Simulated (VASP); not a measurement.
A run of VASP 6.6.1 is set up as follows.

File INCAR:

```
  PREC = Accurate
  ENCUT = 520
  EDIFF = 1E-7
  ISMEAR = 0
  SIGMA = 0.05
  LREAL = False
  LASPH = True
  NELM = 60
  ALGO = Normal
  ISIF = 2
  LWAVE = False
  LCHARG = False
  MAGMOM = 0 0 0 0 0 0 0 0 0
  LORBIT = 11
  LSORBIT = True
  GGA_COMPAT = False
  LMAXMIX = 4
  GGA = PE
  IVDW = 21
  LOPTICS = True
  NBANDS = 96
  NEDOS = 1000
  CSHIFT = 0.1
```

Contents of KPOINTS:

```
Automatic mesh
0
Gamma
  7 7 5
```

The input POSCAR:

```
W2C
1.0
    3.0700456420      0.0000000000      0.0000000000
   -1.5350228210      2.6587375167      0.0000000000
    0.0000000000      0.0000000000      4.6784280000
W C
2 1
Direct
    0.6666666667      0.3333333333      0.2536690000
    0.3333333333      0.6666666667      0.7463310000
    0.0000000000      0.0000000000      0.0000000000
```

Potentials or basis: VASP PAW PBE potentials, release 64 (W_sv, C).

The run is started by

```bash
$ cat potpaw_PBE.64/W_sv/POTCAR potpaw_PBE.64/C/POTCAR > POTCAR
$ mpirun -np 1 vasp_ncl > vasp.out
```

(1) Predict the Hirshfeld charges.

(2) Predict the dispersion energy per atom.

(3) Predict the pressure.

(4) Estimate the largest force.

Results:

(1) W +0.18; C -0.36 e.

(2) -0.617 eV.

(3) -2.8 GPa.

(4) 0.143 eV/Å.
